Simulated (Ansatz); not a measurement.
## SiO₂: zone-centre modes

Method: Ansatz 0.2.0, DFT PBEsol, scalar-relativistic, plane waves, PAW. Cutoff 420 eV, 6×6×6 k-points (Γ-centred), fixed occupations. No spin polarisation. Phonons by linear response, acoustic sum rule imposed.

Equilibrium structure at this level:
```
Si O
1.0
    -2.63191    4.78863    4.45926
     2.63191   -4.78863    4.45926
     2.63191    4.78863   -4.45926
Si O
4 8
Direct
  0.92914 0.84466 0.08448
  0.73983 0.15534 0.58448
  0.07086 0.15534 0.91552
  0.26017 0.84466 0.41552
  0.13099 0.88099 0.25000
  0.86901 0.11901 0.75000
  0.79176 0.50000 0.79176
  0.20824 0.00000 0.70824
  0.20824 0.50000 0.20824
  0.79176 0.00000 0.29176
  0.00000 0.00000 0.00000
  0.50000 0.00000 0.50000
```

Optical modes at Γ (transverse, no macroscopic field); i marks an imaginary frequency:
```csv
frequency (meV),degeneracy,IR intensity of the level ((D/Å)²/amu)
7.7i,1,0.01
5.6,1,0.00
7.0,1,0.00
17.2,1,0.00
27.4,1,0.00
32.4,1,0.17
32.7,1,0.17
33.2,1,0.00
33.8,1,0.00
38.3,1,0.00
40.0,1,0.00
40.4,1,0.17
45.3,1,0.00
47.2,1,9.63
50.2,1,17.26
50.5,1,14.01
51.4,1,0.00
54.1,1,0.00
74.4,1,6.86
80.5,1,0.00
82.0,1,1.34
94.5,1,0.00
95.1,1,0.00
95.1,1,0.00
96.3,1,0.00
132.5,1,0.00
132.7,1,65.36
134.0,1,0.00
135.2,1,58.47
136.0,1,61.85
145.9,1,0.00
148.8,1,3.94
152.7,1,0.00
```

1 of the 33 optical modes are unstable, so the structure is a saddle point of the energy and would distort without enlarging its cell.

```json
{
  "Electronic dielectric constant ε∞ (principal values)": "1.94, 1.97, 2.00",
  "Refractive index √ε∞, mean": "1.40",
  "Kohn–Sham gap on the mesh": "5.50 eV",
  "Cost": "11 min on 4 threads of Arm Neoverse V2, with other jobs on the host, peak memory 4.2 GiB"
}
```

Born effective charges (e):
```
       atom Z*xx Z*yy Z*zz mean
Si (atom 1)   3.42   3.20   3.33   3.32
 O (atom 5)  -1.06  -2.79  -0.98  -1.61
 O (atom 7)  -2.41  -1.02  -1.50  -1.64
O (atom 11)  -0.97  -1.57  -2.67  -1.74
```

This form isn't the usual stable structure of the compound.